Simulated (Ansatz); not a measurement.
Runs of Ansatz 0.2.0 on FeO (Wuestite). It takes space group Fm-3m (No. 225, cubic). Conventional cell: a = 4.311 Å, b = 4.311 Å, c = 4.311 Å, α = 90.00°, β = 90.00°, γ = 90.00°. Around Fe (site symmetry m-3m) lie 6 O at 2.16 Å. O (site symmetry m-3m) is surrounded by 6 Fe at 2.16 Å. 

| task | level | potentials or basis | U | fixed moment (μB) | cell | cutoff (eV) | smearing | hubbard projectors | double counting | other keys | gap on the mesh (eV) | pressure (GPa) | moment (μB) |
| --- | --- | --- | --- | --- | --- | --- | --- | --- | --- | --- | --- | --- | --- |
| relaxation of cell and atoms | revPBE+U | Ansatz PAW earlier set | Fe d U = 6 eV | - | relaxed | 930 | methfessel-paxton 0.1 eV | all-electron-ortho-atomic | fll (the default) | - | 0.86 | 0.0 | 4.00 |
| single point | PBE | Ansatz PAW | - | - | as given | 420 | fermi-dirac 0.05 eV | - | - | - | none | (a) | 4.00 |
| electrostatic potential | LDA+U | Ansatz PAW | Fe d U = 3 eV | 2 | as given | 420 | fixed | all-electron-ortho-atomic | fll (the default) | - | - | -29.4 | 2.00 |
| single point | LDA+U | JTH PAW LDA | Fe d U = 2 eV | - | volume scaled by 1.15 | 1380 | tetrahedron | ortho-atomic | fll (the default) | scf.lower_state_search = off | none | -30.1 | 4.01 |

Alike in all rows: spin collinear, ferromagnetic start; k mesh 11 × 11 × 11.

Fill in the values left out.

(a) -0.2.

Caveats: a cell with one magnetic atom can't hold antiferromagnetic order, which such compounds often take; the magnetic or orbital state may not be the lowest (some runs); the PAW data sets come from PBE, with cores solved anew for the run's functional, which leaves a small shift of forces and pressure (some runs); the electronic state changed during the relaxation (some runs); odd divisions of the mesh miss points on the zone boundary, where band edges often lie, so the gap on the mesh can be too wide (some runs); the plane-wave basis is chosen anew once the cell has moved, so the energies of steps on either side of that aren't comparable (some runs).

A k mesh can miss the band edges.

A gap of «none» marks a metal or a gap under the smearing width.
